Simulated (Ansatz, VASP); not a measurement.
**Two plane-wave programs on C**

```xyz
2
Lattice="0.0000 1.8369 1.7834 1.8369 0.0000 1.7834 1.8369 1.8369 0.0000" Properties=species:S:1:pos:R:3 pbc="T T T"
C     1.8369    1.8369    1.7834
C     2.7554    2.7554    2.6751
```

Change from the starting cell: strain +0.030 along x and y, +0.000 along z, atoms carried along.

Alike in both runs: task single point; functional PBE; k mesh 12 × 12 × 12; occupations gaussian, width 0.05 eV; no spin polarisation.

|  | VASP | Ansatz |
| --- | --- | --- |
| version | VASP 6.6.1 | Ansatz 0.2.0 |
| potentials or method | VASP PAW PBE potentials, release 64 (C) | scalar-relativistic, plane waves, PAW |
| plane-wave cutoff (eV) | 520 | 420 |
| valence electrons in the cell | 8 | 8 |

Ansatz gave:

* gap on the k mesh at the Fermi level (eV): 3.32
* least direct gap on the mesh (eV): 4.93
* pressure (GPa): -21.5
* largest component of the traceless stress (GPa): 16.66

Problem. Which values does VASP return?

Solution. gap on the k mesh at the Fermi level (eV): 3.31; least direct gap on the mesh (eV): 4.92; pressure (GPa): -21.0; largest component of the traceless stress (GPa): 16.66.

Caveats: so large a pressure means that the cell lies far from this level's equilibrium, or that cutoff or potentials fall short (VASP).
